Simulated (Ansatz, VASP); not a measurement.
**One calculation of AlN, two programs**

```
Al N
1.0
     3.12989    0.00000    0.00000
    -1.56494    2.71056    0.00000
     0.00000    0.00000    4.91662
Al N
2 2
Direct
  0.33333 0.66667 0.99972
  0.66667 0.33333 0.49972
  0.33333 0.66667 0.38528
  0.66667 0.33333 0.88528
```

Change from the starting cell: engineering shear strain xz +0.0000, normal strain along z -0.0200.

Alike in both runs: functional PBE; k mesh 9 × 9 × 6; occupations gaussian, width 0.05 eV; no spin polarisation.

Ansatz relaxed the structure, and its values are those at the end. VASP's run is a single point on that final structure, the one shown.

|  | VASP | Ansatz |
| --- | --- | --- |
| version | VASP 6.6.1 | Ansatz 0.2.0 |
| potentials or method | VASP PAW PBE potentials, release 64 (Al, N) | scalar-relativistic, plane waves, PAW |
| plane-wave cutoff (eV) | 520 | 520 |
| valence electrons in the cell | 16 | 16 |

VASP gave:

| Item | Value |
| --- | --- |
| gap on the k mesh at the Fermi level (eV) | 4.11 |
| least direct gap on the mesh (eV) | 4.11 |
| pressure (GPa) | 3.6 |
| rms of the force components (eV/Å) | 0.005 |

Which values does Ansatz return?

gap on the k mesh at the Fermi level (eV): 4.10; least direct gap on the mesh (eV): 4.10; pressure (GPa): 3.8; rms of the force components (eV/Å): 0.006.

With one functional, cell and mesh, what is left measures potentials, basis and numerics. Ansatz warned: «stress_scf_threshold_loose».

Caveats: an odd mesh through Γ misses points on the zone boundary, where band edges often lie.
